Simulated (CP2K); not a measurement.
Runs of CP2K 2026.2 on RbCl. Symmetry: Fm-3m, No. 225, cubic system. Conventional cell: a = 6.548 Å, b = 6.548 Å, c = 6.548 Å, α = 90.00°, β = 90.00°, γ = 90.00°. Rb (site symmetry m-3m) is surrounded by 6 Cl at 3.27 Å. Around Cl (site symmetry m-3m) lie 6 Rb at 3.27 Å. 

| level | potentials or basis | smearing | EPS_DEFAULT | NGRIDS | points a segment of the path (NPOINTS) | bands added on the path | CUTOFF of the grids | gap on the mesh (eV) | pressure (GPa) |
| --- | --- | --- | --- | --- | --- | --- | --- | --- | --- |
| TB-mBJ | POTENTIAL_UZH Rb GTH-PBE-q9, Cl GTH-PBE-q7; TZVP-MOLOPT-PBE-GTH basis | fermi-dirac 0.05 eV | 1.0E-9 | 4 | 10 | 2 | 675 Ry | (c) | - |
| PBE | POTENTIAL_UZH Rb GTH-PBE-q9, Cl GTH-PBE-q7; TZVP-MOLOPT-PBE-GTH basis | fermi-dirac 0.05 eV | 1.0E-10 | 5 | 6 | 4 | 450 Ry | 5.02 | 1.4 |
| PBEsol | POTENTIAL_UZH Rb GTH-PBE-q9, Cl GTH-PBE-q7; TZVP-MOLOPT-PBE-GTH basis | fermi-dirac 0.01 eV | 1.0E-9 | 5 | 8 | 2 | 450 Ry | 4.84 | (a) |
| LDA | GTH_POTENTIALS Rb GTH-PADE-q9, Cl GTH-PADE-q7; TZVP-MOLOPT-PBE-GTH basis | fermi-dirac 0.0259 eV | 1.0E-9 | 5 | 8 | 4 | 450 Ry | 4.56 | (b) |
| r2SCAN | POTENTIAL_UZH Rb GTH-SCAN-q9, Cl GTH-SCAN-q7; TZVP-MOLOPT-SCAN-GTH basis | fermi-dirac 0.1 eV | 1.0E-9 | 5 | 10 | 4 | 675 Ry | 5.66 | 0.6 |

Alike in all rows: task band structure; no spin polarisation; cell as given; k mesh 7 × 7 × 7.

Fill in the values left out.

(a) 0.3; (b) -1.2; (c) 5.78.

Caveats: the basis of atomic orbitals isn't converged, which shifts pressures, moduli and gaps; the potentials were made for another functional, which shifts forces and pressure (some runs); this is a model potential without an energy functional, so only levels have meaning (some runs).

A k mesh can miss the band edges, and the runs leave out spin-orbit coupling on Rb.
